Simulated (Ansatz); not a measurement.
**Sn: energy along a strain**

Sn, I4/mmm, a = 3.182 Å, c = 5.831 Å (as given, not relaxed at this level: -1.6 GPa). This isn't the element's structure at ambient conditions. Ansatz: PBE, PAW, 420 eV, Γ-centred 20×20×20 mesh on 1 atom, Gaussian smearing 0.15 eV; no spin polarisation. Cell vectors (Å): -1.591 1.591 2.916; 1.591 -1.591 2.916; 1.591 1.591 -2.916. The cell is strained by x per cent times the pattern (1 -1 0 0 0 0) in the order xx yy zz yz xz xy (engineering shears), with fractional coordinates held. y is the free energy over the start, V0 = 29.512 Å³/atom. Symmetry makes y even in x.

```tsv
x (%)	y (meV/atom)
-6.00	?
-3.00	12.75
0.00	0.00
0.75	0.88
1.50	3.42
2.25	7.44
3.75	19.39
4.50	27.47
5.25	37.07
```

Problem. Fit y = c2 x² + c4 x⁴ to the other rows, get the stiffness along the pattern, and predict the missing energy.

Solution. Least squares on the rows shown. y = 1.4388 x² − 0.0035682 x⁴. The clamped-ion stiffness p·C·p = 2 × 14.39 eV × 160.2 / 29.512 Å³ = 156 GPa (second derivative at the start, which stands under stress). With a term in x⁶ added, the coefficient of x² becomes 1.524, 6 % more, which shows how far this figure hangs on the form. At x = -6.00 the fit asked for gives 47.17 meV/atom. The run gave 48.32 meV/atom, so the fit is 1.15 meV/atom too low, 2.4 % of the span of the series, against an rms of 0.16 meV/atom on the fitted rows. The row lies outside the fitted range. With a term in x⁶ added, a fit to the same known rows predicts 49.36 meV/atom, which misses by about as much or more on the other side: the known rows don't fix the higher terms.

Cost: 9 runs of about 4.1 core-minutes in all, on Intel Xeon Platinum 8259CL (Skylake/Cascade Lake) (shared hosts).